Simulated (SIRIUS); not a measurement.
# GaN under changes of volume

One of the cells (9.735 Å³/atom); the others are scaled copies at fixed shape and fractional positions:

```
CELL_PARAMETERS angstrom
0.00000 2.13524 2.13524
2.13524 0.00000 2.13524
2.13524 2.13524 0.00000
ATOMIC_POSITIONS crystal
Ga 0.00000 0.00000 0.00000
N 0.50000 0.50000 0.50000
```

Measurements of this composition are mostly on another form, of space group No. 186.

- Program: SIRIUS 7.12.0
- Functional: LDA
- Potentials or basis: all-electron FP-LAPW
- Cutoff: 278 eV
- Basis: apw+lo standard
- k mesh: 11 × 11 × 11
- Occupations: fermi-dirac, width 0.05 eV
- Spin: no spin polarisation

```csv
volume (Å³/atom),energy over the lowest point (meV/atom),gap on the mesh (eV)
9.151,0.00,0.72
9.346,3.37,0.59
9.540,12.48,0.46
9.735,26.65,0.34
9.930,45.32,0.22
10.124,?,?
10.319,93.74,none
```

What does the run at 10.124 Å³/atom give?

Energy over the lowest point 67.84 meV/atom; gap on the mesh 0.11 eV.

Worked out: A Birch-Murnaghan fit of order 3 (a polynomial in V^(-2/3)) to the other rows has its minimum at 9.14 Å³/atom, just outside them, with B0 = V·E''(V) = 254 GPa and B' = 5.0. It gives 67.76 meV/atom at 10.124 Å³/atom, against the run's 67.84.

Energies are extrapolated to zero smearing.

Caveats: an odd mesh through Γ misses points on the zone boundary, where band edges often lie (some runs). Spin-orbit coupling on Ga is left out.

A gap of «none» marks a metal or a gap under the smearing width.
